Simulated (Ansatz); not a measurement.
Energy ranking of Bi3H2 structures

These are results of DFT PBE, scalar-relativistic, plane waves, PAW in Ansatz 0.2.0, not measurements. All cells share a 420 eV cutoff and Γ-centred k meshes spaced at most 0.3 Å⁻¹ (0.19 for metals, 2π included).

All energies are static (0 K, no zero-point motion). Only the structures computed here compete, so a lower one can exist. The k mesh leaves about 4 meV/atom of noise in metals. Spin–orbit coupling is left out. No run is spin-polarised.

| # | started from | space group | atoms | V (Å³/atom) | ΔE (meV/atom) | gap on mesh (eV) |
| --- | --- | --- | --- | --- | --- | --- |
| 1 | tetradymite type, changed | R-3m (No. 166) | 5 | 22.2 | 0 | 0.00 |
| 2 | A-type sesquioxide type | P-3m1 (No. 164) | 5 | 22.4 | 31 | 0.00 |

The lowest structure: Space group R-3m (No. 166), trigonal, a = 3.919 Å, c = 25.088 Å. Bi on Wyckoff site a (1 atom of the primitive cell) is coordinated by 6 H at 2.32 Å; Bi on Wyckoff site c (2 atoms of the primitive cell) is coordinated by 3 Bi at 3.09 Å, 4 H at 3.45–3.65 Å and 9 Bi at 3.86–3.92 Å; H has 3 Bi at 2.32 Å and 3 H at 2.49 Å. Its energy against the elements is 0.44 eV/atom, so it is unstable even against them. Formation energies are uncorrected and refer to the lowest elemental structures computed at the same level (H₂ as a molecule).

```xyz
5
Lattice="1.9596 1.1314 8.3628 -1.9596 1.1314 8.3628 0.0000 -2.2628 8.3628" Properties=species:S:1:pos:R:3 pbc="T T T"
Bi    0.0000    0.0000    0.0000
Bi    0.0000    0.0000    5.2331
Bi    0.0000    0.0000   19.8553
H     0.0000    0.0000    8.8879
H     0.0000    0.0000   16.2006
```

The second: Space group P-3m1 (No. 164), trigonal, a = 4.014 Å, c = 8.009 Å. Around Bi on Wyckoff site a (1 atom of the primitive cell) lie 6 Bi at 3.29 Å and 6 H at 3.40 Å; Bi on Wyckoff site d (2 atoms of the primitive cell) has 3 H at 2.32 Å; H is coordinated by 3 Bi at 2.32 Å.